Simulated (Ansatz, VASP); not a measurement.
# MgO: VASP beside Ansatz

INCAR

```
SYSTEM = MgO
PREC = Accurate
ENCUT = 520
EDIFF = 1E-6
ISMEAR = 0
SIGMA = 0.05
LREAL = .False.
LASPH = .True.
NELM = 100
ALGO = Normal
ISIF = 2
LWAVE = .False.
LCHARG = .True.
GGA = PS
LELF = .True.
LVHAR = .True.
NBANDS = 16
```

Contents of KPOINTS:

```
regular mesh
0
Gamma
  9 9 6
  0 0 0
```

File POSCAR:

```
MgO
1.0
    3.3077869865      0.0000000000      0.0000000000
   -1.6538934933      2.8646275606      0.0000000000
    0.0000000000      0.0000000000      4.9828816700
Mg O
2 2
Direct
    0.3333333333      0.6666666667     -0.0179089686
    0.6666666667      0.3333333333      0.4820910314
    0.3333333333      0.6666666667      0.4024402600
    0.6666666667      0.3333333333      0.9024402600
```

Input for Ansatz:

```yaml
crystal:
  lattice:
    - [3.3077869865, 0.0, 0.0]
    - [-1.6538934933, 2.8646275606, 0.0]
    - [0.0, 0.0, 4.98288167]
  atoms:
    - { symbol: Mg, position: [0.3333333333, 0.6666666667, -0.0179089686] }
    - { symbol: Mg, position: [0.6666666667, 0.3333333333, 0.4820910314] }
    - { symbol: O, position: [0.3333333333, 0.6666666667, 0.40244026] }
    - { symbol: O, position: [0.6666666667, 0.3333333333, 0.90244026] }
basis:
  ecutwfc: 420
kpoints:
  mp_grid: { grid: [9, 9, 6] }
hamiltonian:
  xc: pbesol
scf:
  occupations: { method: gaussian, width: 0.05 }
output:
  forces: true
  stress: true
  eigenvalues: true
```

Change from the starting cell: all Mg atoms moved -0.100 Å, as atom 1 along Cartesian [0 0 1].

Alike in both runs: task single point; functional PBEsol; k mesh 9 × 9 × 6; occupations gaussian, width 0.05 eV; no spin polarisation.

|  | VASP | Ansatz |
| --- | --- | --- |
| version | VASP 6.6.1 | Ansatz 0.2.0 |
| potentials or method | VASP PAW PBE potentials, release 64 (Mg, O) | scalar-relativistic, plane waves, PAW |
| plane-wave cutoff (eV) | 520 | 420 |
| valence electrons in the cell | 16 | 32 |

Ansatz gave:

```
gap on the k mesh at the Fermi level (eV)       : 3.20
least direct gap on the mesh (eV)               : 3.20
pressure (GPa)                                  : 0.2
largest component of the traceless stress (GPa) : 5.79
rms of the force components (eV/Å)              : 0.260
```

Q: Which values does VASP return?

A: gap on the k mesh at the Fermi level (eV): 3.19; least direct gap on the mesh (eV): 3.19; pressure (GPa): -0.1; largest component of the traceless stress (GPa): 5.84; rms of the force components (eV/Å): 0.263.

Atom by atom the forces differ by 0.003 eV/Å (rms over components). The two sets of potentials don't hold the same shells in valence.

Caveats: the PAW data sets were made with another functional, which shifts forces and pressure a little (VASP); an odd mesh through Γ misses points on the zone boundary, where band edges often lie.
